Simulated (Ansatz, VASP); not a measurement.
## Two plane-wave programs on Ga

```
Ga
1.0
     3.37403    0.00000    0.00000
    -1.68701    2.92200    0.00000
     0.00000    0.00000    8.66234
Ga
4
Direct
  0.33333 0.66667 0.16100
  0.66667 0.33333 0.66100
  0.33333 0.66667 0.33900
  0.66667 0.33333 0.83900
```

Alike in both runs: task single point; functional PBE; k mesh 6 × 6 × 2; occupations gaussian, width 0.1 eV; no spin polarisation.

```csv
,VASP,Ansatz
version,VASP 6.6.1,Ansatz 0.2.0
potentials or method,"VASP PAW PBE potentials, release 64 (Ga_d)","scalar-relativistic, plane waves, PAW"
plane-wave cutoff (eV),520,420
valence electrons in the cell,52,52
```

Ansatz gave:

| Quantity | Value |
| --- | --- |
| gap on the k mesh at the Fermi level (eV) | none |
| rms of the force components (eV/Å) | 24.948 |

**Question.** What did VASP give for the same quantities?

**Answer.** gap on the k mesh at the Fermi level (eV): none; rms of the force components (eV/Å): 22.741.

Atom by atom the forces differ by 2.207 eV/Å (rms over components). A gap of «none» marks a metal or a gap that the smearing closes. The functional is the same, so the differences come from potentials, cutoffs and numerics.

Caveats: the k mesh is coarse (spacing up to 0.36 Å⁻¹), so the values aren't converged; forces of over 1 eV/Å show positions far from the minimum, so gaps and moduli don't describe the material at rest.
